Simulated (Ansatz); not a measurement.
# KBr in Ansatz: the effect of exact exchange

Crystal: KBr.

```
Br K
1.0
     0.00000    3.30000    3.30000
     3.30000    0.00000    3.30000
     3.30000    3.30000    0.00000
Br K
1 1
Cartesian
  3.3000 3.3000 3.3000
  0.0000 0.0000 0.0000
```

Alike in all runs:

```yaml
Program: Ansatz 0.2.0
Task: single point
Functional: HSE06 form with a typed share of exact exchange
Potentials_or_basis: Ansatz PAW
Cutoff: "420 eV (not typed: the program's choice for these potentials)"
k_mesh: 4 × 4 × 4
Occupations: fermi-dirac, width 0.05 eV
Spin: no spin polarisation
```

```csv
exact exchange,gap on the mesh (eV),pressure (GPa)
0.05,4.67,0.7
0.1,4.90,0.6
0.15,5.14,0.6
0.2,5.38,0.5
0.25,?,?
0.3,5.87,0.4
```

What does the run with exact exchange 0.25 give?

gap on the mesh 5.62 eV; pressure 0.5 GPa.

Worked out: A straight line through the other rows of the gap on the mesh, of slope 4.81 eV per unit of exact exchange, gives 5.62 eV, against the run's 5.62. A straight line through the other rows of the pressure, of slope -1.16 GPa per unit of exact exchange, gives 0.5 GPa, against the run's 0.5.

Caveats: the PAW data sets come from PBE, with cores solved anew for the run's functional, which leaves a small shift of forces and pressure; the thresholds are loose for stress.

